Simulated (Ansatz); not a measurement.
# Equation of state of TiSe

A database entry relaxed whole under r2SCAN (Pnma):

```
CELL_PARAMETERS angstrom
6.44471 0.00000 0.00000
0.00000 3.48739 0.00000
0.00000 0.00000 6.24373
ATOMIC_POSITIONS crystal
Ti 0.00571 0.25000 0.80803
Ti 0.49429 0.75000 0.30803
Ti 0.50571 0.25000 0.69197
Ti 0.99429 0.75000 0.19197
Se 0.21641 0.25000 0.41761
Se 0.28359 0.75000 0.91761
Se 0.71641 0.25000 0.08239
Se 0.78359 0.75000 0.58239
```

The cell was scaled uniformly, its shape held, and the atoms relaxed at each volume with plane-wave PAW DFT (Ansatz 0.2.0; r2SCAN, 500 eV, 5×10×6 Γ-centred mesh, fermi-dirac occupations of width 0.100 eV; no spin, no spin-orbit coupling). One row is withheld.

```tsv
volume (Å³/atom)	energy over the lowest (meV/atom)	pressure (GPa)
16.489	23.6	7.88
16.839	9.9	4.93
17.190	2.2	2.30
17.541	0.0	-0.03
17.892	2.6	-2.08
18.243	?	?
18.594	20.0	-5.52
```

Problem. Fit the pressures of the other rows to the third-order Birch-Murnaghan form.

Solution. With f = [(V₀/V)^(2/3) − 1]/2 and P = 3B₀f(1 + 2f)^(5/2)[1 + 3(B₀′ − 4)f/2], least squares gives V₀ = 17.54 Å³ an atom, B₀ = 109 GPa and B₀′ = 5.0; the rows miss the fit by less than 0.01 GPa. The slope of the energies differs from these pressures by 0.11 GPa, since they are taken to zero smearing while pressures follow the free energy.

Problem. What does the withheld row hold?

Solution. The fit gives -3.91 GPa at 18.243 Å³; the run gave -3.93 GPa and 9.4 meV an atom.

Caveats: the shape of the cell was held, so B₀ is an upper bound where the axes differ in stiffness; 0 K, fixed nuclei; the symmetry was kept, and this need not be the phase that is stable at 0 K; one mesh for all volumes; pressure is positive in compression.
